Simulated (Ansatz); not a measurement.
Runs of Ansatz 0.2.0 on CuO. The typed cell holds 4 atoms: a = 2.880 Å, b = 2.880 Å, c = 5.176 Å, α = 89.81°, β = 89.81°, γ = 89.22°. The cell comes from a database or a generator and needn't be the stable form of this composition.

```csv
task,level,potentials or basis,U,cell,k mesh,cutoff (eV),hubbard projectors,double counting,points for each segment of the path,gap on the mesh (eV),pressure (GPa),relaxed volume (Å³/atom),largest force (eV/Å)
phonons,PBEsol,Ansatz PAW,-,as given,8 × 8 × 5,420,-,-,-,none,-,-,-
single point,PBE,Ansatz PAW,-,as given,9 × 9 × 5,500,-,-,-,none,5.8,-,0.01
relaxation of cell and atoms,r2SCAN+D3(BJ),Ansatz PAW,-,relaxed,9 × 9 × 5,500,-,-,-,none,0.0,10.60,-
relaxation of cell and atoms,LDA+U,Ansatz PAW,Cu d U = 4.5 eV,relaxed,9 × 9 × 5,420,ortho-atomic (the default),fll (the default),-,none,0.0,(a),-
density of states,PBE,Ansatz PAW,-,as given,9 × 9 × 5,420,-,-,-,none,5.8,-,0.01
band structure,PBE,JTH PAW,-,as given,9 × 9 × 5,1380,-,-,14,none,6.1,-,0.01
```

Alike in all rows: no spin polarisation; smearing fermi-dirac 0.05 eV.

Q: Estimate the missing entries.

A: (a) 10.40.

Caveats: the run has no spin polarisation, though such a crystal can be magnetic; semilocal functionals often make such compounds metallic where correlation or magnetic order opens a gap, which also shifts bond lengths (some runs); the PAW data sets come from PBE, with cores solved anew for the run's functional, which leaves a small shift of forces and pressure (some runs); the plane-wave basis is chosen anew once the cell has moved, so the energies of steps on either side of that aren't comparable (some runs); pairwise dispersion overbinds metals, which lowers pressure and volume (some runs); the dispersion damping was fitted for another functional or another form of the correction (some runs); U without spin polarisation on a metal has little footing (some runs).

A gap of «none» marks a metal or a gap under the smearing width.
